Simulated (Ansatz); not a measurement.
The parent structure is BaSnO3 in the cubic perovskite structure (space group Pm-3m, No. 221).

```
BaSnO3
1.0
    4.13130     0.00000     0.00000
    0.00000     4.13130     0.00000
    0.00000     0.00000     4.13130
Ba Sn O
1 1 3
Direct
  0.00000   0.00000   0.00000
  0.50000   0.50000   0.50000
  0.00000   0.50000   0.50000
  0.50000   0.50000   0.00000
  0.50000   0.00000   0.50000
```

Levels (all Ansatz, an electronic-structure program, PAW): r2SCAN (500 eV, no spin-orbit coupling); HSE06 (420 eV, no SOC).

Its gap is 1.56 eV with r2SCAN and 2.51 eV with HSE06.

Now apply this change: a hydrostatic pressure of 1.8 GPa.

With r2SCAN the gap becomes 1.71 eV.

Question: If the HSE06 correction stayed the same, what would the HSE06 gap be, and what does the HSE06 run give?

Answer: A rigid correction of +0.95 eV gives 2.66 eV. The HSE06 run gives 2.66 eV, so the two effects roughly add.

Single points use the geometry relaxed with r2SCAN. The hybrid gap comes from the SCF mesh plus the semilocal run's edge points and a few special points and is an upper bound. Load acts through the strain it causes; cell and atoms are relaxed under it. No phonon test of stability was made.
